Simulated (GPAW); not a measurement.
# NiO in GPAW: the effect of volume scale

The system is NiO.

```
Ni O
1.0
     2.50462    0.00000    0.00000
     0.00000    2.50462    0.00000
     0.00000    0.00000    2.50462
Ni O
1 1
Direct
  0.00000 0.00000 0.00000
  0.50000 0.50000 0.50000
```

Measurements of this composition are mostly on another form, of space group No. 225.

Alike in all runs:

| Item | Value |
| --- | --- |
| Program | GPAW 26.7.0 |
| Task | magnons |
| Functional | LDA |
| Potentials or basis | the program's PAW data sets (release 1.2.1) made for this functional |
| Cutoff | 550 eV |
| Basis | pw |
| k mesh | 9 × 9 × 9 |
| Occupations | fermi-dirac, width 0.05 eV |
| Spin | collinear spin, ferromagnetic start |
| Starting moments | [2.0, 0.0] μB |

| volume scale | moment (μB) |
| --- | --- |
| 1 | ? |
| 1.02 | 0.69 |
| 1.06 | 1.29 |
| 1.04 | 0.82 |

Q: What does the run with volume scale 1 give?

A: Moment 0.44 μB.

Worked out: The moment follows no smooth curve through the other rows.

Caveats: the number of bands moves the energies at small q by some ten meV; the exchange constants hang on this mesh and on the site radius; magnon energies are noisy on this mesh; a cell with one magnetic atom can't hold antiferromagnetic order, which such compounds often take.
